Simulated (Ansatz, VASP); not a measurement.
## One calculation of AlNi, two programs

Contents of INCAR:

```
SYSTEM = AlNi
PREC     = Accurate       ! precision mode
ENCUT    = 600            ! plane-wave cutoff, eV
EDIFF    = 1E-6           ! SCF threshold, eV
ISMEAR   = -1             ! smearing method
SIGMA    = 0.05           ! smearing width, eV
LREAL    = .False.        ! projectors in reciprocal space
LASPH    = .True.         ! aspherical terms in the spheres
NELM     = 150            ! most SCF steps
ALGO     = Normal         ! electronic algorithm
ISIF     = 3              ! what is computed and relaxed
LWAVE    = .False.        ! write WAVECAR
LCHARG   = .False.        ! write CHGCAR
ISPIN    = 2              ! spin polarisation
MAGMOM   = 1 0            ! initial moments
LORBIT   = 11             ! projections on sites
LMAXMIX  = 4              ! l up to which the mixer works
GGA      = PE             ! functional
IVDW     = 13             ! dispersion correction
IBRION   = 2              ! ionic algorithm
NSW      = 80             ! ionic steps
EDIFFG   = -0.01          ! ionic threshold
```

Contents of KPOINTS:

```
regular mesh
0
Gamma
  9 9 9
  0 0 0
```

POSCAR

```
AlNi
1.0
    2.8810000000      0.0000000000      0.0000000000
    0.0000000000      2.8810000000      0.0000000000
    0.0000000000      0.0000000000      2.8810000000
Ni Al
1 1
Direct
    0.5000000000      0.5000000000      0.5000000000
    0.0000000000      0.0000000000      0.0000000000
```

Contents of input.yaml:

```yaml
crystal:
  lattice:
    - [2.881, 0.0, 0.0]
    - [0.0, 2.881, 0.0]
    - [0.0, 0.0, 2.881]
  atoms:
    - { symbol: Ni, position: [0.5, 0.5, 0.5], spin: 1.0 }
    - { symbol: Al, position: [0.0, 0.0, 0.0] }
kpoints:
  mp_grid: { grid: [9, 9, 9] }
scf:
  occupations: { method: fermi_dirac, width: 0.05 }
hamiltonian:
  xc: pbe
  dispersion: d4
  pseudopotentials: { kind: all_electron, lapw: { basis_error: 0.001 } }
magnetization:
  spin_polarized: true
output:
  forces: true
  stress: true
relax:
  f_tol: 0.01
  max_steps: 60
  cell: {}
```

Alike in both runs: task relaxation of cell and atoms; functional PBE; dispersion D4; k mesh 9 × 9 × 9; occupations fermi-dirac, width 0.05 eV; collinear spin.

```csv
,VASP,Ansatz
version,VASP 6.6.1,Ansatz 0.2.0
potentials or method,"VASP PAW PBE potentials, release 64 (Ni, Al)","all-electron LAPW, scalar-relativistic"
plane-wave cutoff (eV),600,see its input
```

```tsv
	VASP	Ansatz	Ansatz less VASP
net moment per atom (μB)	0.00	0.00	0.000
relaxed volume (Å³/atom)	11.70	11.70	+0.001
relaxed cell length with the largest relative difference (Å)	2.860	2.860	+0.0001
energy change over the relaxation (meV/atom)	-3	-3	0.0
```

Ansatz ran all-electron here, so the differences hold the error of VASP's frozen core and of both bases.

Caveats: pairwise dispersion overbinds metals, which lowers pressure and volume (VASP); the starting moments weren't kept (Ansatz).
